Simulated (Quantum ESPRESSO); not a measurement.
Ge:

```
Ge
1.0
     4.05040    0.00000    0.00000
    -2.02520    3.50775    0.00000
     0.00000    0.00000   10.99336
Ge
4
Direct
  0.66667 0.33333 0.41485
  0.33333 0.66667 0.91485
  0.00000 0.00000 0.47745
  0.00000 0.00000 0.97745
```

This isn't the form of Ge at room conditions, which is diamond.

* Program: Quantum ESPRESSO 7.5
* Task: single point
* Functional: PBEsol
* Potentials or basis: GBRV 1.5 PBEsol
* Cutoff: 612 eV
* Density cutoff: 4898 eV
* k mesh: 8 × 8 × 3
* Occupations: fermi-dirac, width 0.05 eV
* Spin: no spin polarisation

On this cell: pressure -1.7 GPa; largest force 0.168 eV/Å; band gap on the k mesh 0.66 eV, indirect (least direct gap 0.68 eV).

The same run follows on a disturbed copy (atoms moved at random, drawn with an rms of 0.05 Å):

```
Ge
1.0
     4.05040    0.00000    0.00000
    -2.02520    3.50775    0.00000
     0.00000    0.00000   10.99336
Ge
4
Direct
  0.66434 0.33860 0.41211
  0.33390 0.66428 0.91085
  0.00668 0.00658 0.48086
  0.99340 0.98120 0.97955
```

Question: What does the disturbed cell give?

Answer: The energy moves by +15.8 meV/atom; pressure -2.0 GPa; largest force 0.679 eV/Å; band gap on the k mesh 0.34 eV, indirect (least direct gap 0.58 eV).

Forces on the atoms (eV/Å):
```
Ge   0.333  0.055  0.445
Ge   0.047 -0.526  0.424
Ge  -0.333 -0.056 -0.443
Ge  -0.046  0.527 -0.426
```

Stress tensor (GPa, compression positive):
```
-2.04  0.17 -0.29
 0.17 -2.76  0.36
-0.29  0.36 -1.19
```

Caveats: an odd mesh through Γ misses points on the zone boundary, where band edges often lie.
